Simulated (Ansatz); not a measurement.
The cell is COD entry 1000050, as deposited and not checked against the literature; nothing was relaxed.

KCl: DFT, PBE, PAW with Ansatz's default frozen-core files, scalar-relativistic (Ansatz 0.2.0).

```yaml
crystal:
  lattice:
    - [3.634, 0.0, 0.0]
    - [0.0, 3.634, 0.0]
    - [0.0, 0.0, 3.634]
  atoms:
    - { symbol: K, position: [0.0, 0.0, 0.0] }
    - { symbol: Cl, position: [0.5, 0.5, 0.5] }
kpoints:
  mp_grid: { grid: [7, 7, 7] }
  band_path:
    path:
      - [0.0, 0.0, 0.0]
      - [0.0, 0.5, 0.0]
      - [0.5, 0.5, 0.0]
      - [0.0, 0.0, 0.0]
      - [0.5, 0.5, 0.5]
      - [0.0, 0.5, 0.0]
      - [0.5, 0.5, 0.5]
      - [0.5, 0.5, 0.0]
    npoints: 8
scf:
  occupations: { method: fermi_dirac, width: 0.01 }
hamiltonian:
  xc: pbe
  pseudopotentials: { kind: paw }
output:
  forces: true
  stress: true
  eigenvalues: true
  efg: { contact_densities: true }
  populations: true
  bader: true
  dos: { projected: true, de: 0.2, e_range: [-14, 8] }
```

Output:

```
Engine: ansatz 0.2.0
Pseudopotentials: kind: paw
Pseudopotential: K, paw, valence charge 9, recommended cutoff 420 eV (normal)
Pseudopotential: Cl, paw, valence charge 7, recommended cutoff 420 eV (normal)
Functional definition: PBE
  parameter kappa = 0.804
  parameter beta = 0.06672455060314922
  exchange = pbe_x(kappa = kappa, mu = beta*pi^2/3)
  correlation = pbe_c(beta = beta)
Crystal: 2 atoms, lattice volume = 47.990 Å³
Basis set: ecut = 420 eV, 925 PW (Γ), exchange–correlation on 50×50×50 points (8 copies of the dense FFT grid, shifted against one another)
Bands: 12, of which v1, the nominal top of the filled ones, is band 8 counted from 1 (7 counted from 0)
Symmetry: 48 space group operations
Space group: Pm-3m (ITA 221), of the structure as read, at distance tolerance 3.6e-5 Å
k-points: 20 of 343
Non-local potential: K, projectors of the file, l = 0: 3, l = 1: 2, l = 2: 2
Non-local potential: Cl, projectors of the file, l = 0: 2, l = 1: 2, l = 2: 2
PAW form: soft (Blöchl's): semilocal exchange-correlation on the pseudo side does not see the compensation charge
PAW one-centre angular grid: K, 110 points (default); XC on 64 Gauss nodes
PAW one-centre angular grid: Cl, 110 points (default); XC on 64 Gauss nodes
Initial density: superposition of atomic densities (neutral atoms: chi_scale 0, normalization atom), corrected by the library's trained network
Initial wavefunctions: pseudopotential atomic-orbital guess
Functional: x = pbe(κ = 0.804, μ = 0.2195149727645171), c = pbe(β = 0.06672455060314922)
SCF iter   1: F=—  HF=-2620.969912 eV  |F-HF|=—  |Δ(HF+E_count)|=         —  Δρ=2.93e-4  dr2=6.36e-5  ethr=1.77e-3  ⟨swp⟩=6.0  Hψ=1557  notcnv=0
preconditioner: auto → none  [insulator: Δε(μ)=5.602 eV  Ē_g=15.641 eV  σ=0.010 eV  W_gap=1.00  n_scr=6 (ndim 8)  ℏωp=20.1 eV  f_vac=0.000  D(μ)=0.00/eV (n_scr^D=0)  ε∞_Penn≈2.6]
SCF iter   2: F=—  HF=-2620.969522 eV  |F-HF|=—  |Δ(HF+E_count)|=   3.91e-4  Δρ=3.05e-4  dr2=6.36e-5  ethr=3.97e-7  ⟨swp⟩=2.3  Hψ=649  notcnv=0
SCF iter   3: F=—  HF=-2620.969502 eV  |F-HF|=—  |Δ(HF+E_count)|=   1.98e-5  Δρ=1.22e-4  dr2=7.87e-6  ethr=3.97e-7  ⟨swp⟩=2.0  Hψ=380  notcnv=0
SCF iter   4: F=—  HF=-2620.969500 eV  |F-HF|=—  |Δ(HF+E_count)|=   1.76e-6  Δρ=5.77e-5  dr2=2.23e-6  ethr=4.92e-8  ⟨swp⟩=2.0  Hψ=380  notcnv=0
SCF iter   5: F=—  HF=-2620.969500 eV  |F-HF|=—  |Δ(HF+E_count)|=   3.06e-7  Δρ=1.35e-5  dr2=1.24e-7  ethr=1.39e-8  ⟨swp⟩=2.0  Hψ=300  notcnv=0
SCF iter   6: F=-2620.969500 eV  HF=-2620.969500 eV  |F-HF|=1.18e-9  |Δ(HF+E_count)|=   5.59e-9  Δρ=1.84e-6  dr2=7.80e-10  ethr=6.25e-10  ⟨swp⟩=5.0  Hψ=1093  notcnv=0
SCF 1 converged in 6 iterations: F = -2620.969500 eV  dr2 = 7.80e-10
  greatest PAW one-centre occupation: 0.988 electrons in one spin orbital (limit 2), on the K atom at site 0 (counted from 0), in its partial waves of l = 0
NSCF: frozen V_eff on 57 k-points
SCF converged after 6 iterations
Free energy (F): -2620.969500 eV
Harris-Foulkes:  -2620.969500 eV  (|F-HF|=1.18e-9)
Internal energy: -2620.969500 eV  (E = F + TS)
E sigma→0 (E₀):  -2620.969500 eV
Fermi energy:    6.355785 eV
--- Per-component energies (eV) ---
  E_band       = -97.457795
  E_kinetic    = 418.035149
  E_local      = -686.316129  (includes V_loc(G=0)·N_el)
  E_nonlocal   = 41.212160
  E_hartree    = 222.334141
  E_xc         = -244.013279
  E_vxc        = -289.211694  (∫ρ·V_xc dr)
  E_paw        = -1441.252046  (= ΣΔE_a)
  E_vpaw       = -25.845644  (= ΣTr[D̂ρ^β])
  E_aug_tail   = 0.000085  (compensation charges beyond the density's cutoff)
  E_ewald      = -930.969582
  E_smearing   = -0.000000  (= −TS)
  E_closure    = 0.000000  (closes the sum)
  Σ components = -2620.969500   (vs F -2620.969500, Δ=0.00e0)
--- Forces (eV/Å), atoms counted from 1 ---
  atom   1  K     -0.00000000     0.00000000     0.00000000
  atom   2  Cl    -0.00000000     0.00000000     0.00000000
  max |Σ_I F_I| component: 1.51e-30 eV/Å
--- Stress (GPa, compression-positive) ---
        4.462582       0.000000       0.000000
       -0.000000       4.462582      -0.000000
        0.000000       0.000000       4.462582
  P = ⅓ Tr σ = 4.4626 GPa (44.626 kbar)
--- PAW observables at the nuclei: V_zz in 10²¹ V/m², potentials from the cell's mean, atoms counted from 1 ---
  atom   1  K  V_zz =    +0.000000   η = 0.0000   by run symmetry: forbidden
            electrostatic potential = -2064.791124 V   contact ρ = 34767.289124 e/Å³
  atom   2  Cl V_zz =    -0.000000   η = 0.0000   by run symmetry: forbidden
            electrostatic potential = -1775.324316 V   contact ρ = 24093.208864 e/Å³
--- Band table (eV; the first three rows and the last of 20) ---
  k-point 0: bands = ["-24.2446", "-9.3473", "-7.5906", "-7.5906", "-7.5906", "3.3363", "3.3363", "3.3363", "9.1502", "9.9270", "9.9270", "14.5327"]
  k-point 1: bands = ["-24.2373", "-9.3903", "-7.5801", "-7.5801", "-7.5598", "2.8598", "3.3249", "3.3249", "9.6672", "10.1170", "10.4770", "14.4692"]
  k-point 2: bands = ["-24.2209", "-9.4913", "-7.5564", "-7.5564", "-7.4777", "1.9947", "3.2977", "3.2977", "10.6600", "10.7643", "11.7408", "14.4247"]
  k-point 19: bands = ["-24.1435", "-8.7813", "-7.8483", "-7.8472", "-7.8472", "1.8943", "1.8943", "1.9617", "12.3522", "12.7083", "12.7083", "14.1774"]
--- Löwdin populations: 2 sites ---
  site symbol       q [e]
     0      K      8.2342
     1     Cl      7.6979
  spilling = 0.004242 (of n_electrons = 16.000000)
--- Bader charges: 2 sites ---
  site symbol  charge [e]  shift [e]
     0      K      0.8200     0.0000
     1     Cl     -0.8200     0.0000
  estimated error of the sums over rays = 1.2e-4 e
```

populations.tsv:

```
# site	symbol	l	j	q
# orbitals = lowdin
# n_electrons = 16.000000
# spilling = 0.004242
0	K	0_3S	-	1.978096
0	K	0_4S	-	0.271192
0	K	1_3P	-	5.984903
1	Cl	0_3S	-	1.896968
1	Cl	1_3P	-	5.800970
```

bader_charges.tsv:

```
# site	symbol	x_ang	y_ang	z_ang	partial_charge_e	electrons	volume_ang3	relative_density_drop	shared_charge_e	partial_wave_shift_e
# quadrature_error_electrons = 1.2e-4
0	K	0.0000	0.0000	0.0000	0.81998	18.18002	18.85	-	0.81998	0.00000
1	Cl	1.8170	1.8170	1.8170	-0.81998	17.81998	29.14	-	-0.81998	0.00000
```
